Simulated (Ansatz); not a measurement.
**InAs: band structure with LDA**

**What was measured.**

From a printed reference work, data compilation, for a bulk crystal of InAs at 4.2 K: band gap 0.418 eV (direct).

Crystal: InAs.

```xyz
2
Lattice="0.0000 3.0180 3.0180 3.0180 0.0000 3.0180 3.0180 3.0180 0.0000" Properties=species:S:1:pos:R:3 pbc="T T T"
In    0.0000    0.0000    0.0000
As    4.5270    4.5270    4.5270
```

* Program: Ansatz 0.2.0
* Task: band structure
* Functional: LDA
* Potentials or basis: all-electron LAPW, scalar-relativistic
* Cutoff: 283 eV (chosen from the basis error)
* Basis error allowed: 0.001 eV/atom
* k mesh: 8 × 8 × 8
* Occupations: fermi-dirac, width 0.05 eV
* Spin: no spin polarisation

* Pressure: -0.3 GPa
* Band gap along the path: none (metal or under the smearing width)

Levels at the corners of the path, in eV from the Fermi level:
| point | band 20 | band 21 | band 22 | band 23 | band 24 | band 25 |
| --- | --- | --- | --- | --- | --- | --- |
| Γ | -0.46 | -0.05 | -0.05 | -0.05 | 3.79 | 3.79 |
| X | -6.00 | -2.41 | -2.41 | 1.37 | 1.91 | 8.98 |
| W | -5.85 | -3.05 | -2.97 | 4.09 | 4.17 | 4.84 |
| K | -5.86 | -3.38 | -2.03 | 1.95 | 4.14 | 7.14 |
| Γ | -0.46 | -0.05 | -0.05 | -0.05 | 3.79 | 3.79 |
| L | -5.92 | -1.05 | -1.05 | 0.75 | 4.58 | 4.58 |
| U | -5.86 | -3.38 | -2.03 | 1.95 | 4.14 | 7.14 |
| W | -5.85 | -3.05 | -2.97 | 4.09 | 4.17 | 4.84 |

Run time: 20 s on 1 thread of Arm Neoverse V1 (shared host), peak memory 0.29 GiB.

A measured gap of InAs is 0.418 eV (direct; 4.2 K; a printed reference work, data compilation); the calculated 0.00 eV misses it by -0.42 eV. Spin-orbit coupling on As, In is left out. The value is that of LDA, without temperature or zero-point motion. Semilocal functionals fall short of measured gaps as a rule.

Caveat: spin-orbit coupling is left out, which moves the levels of the heavy elements.
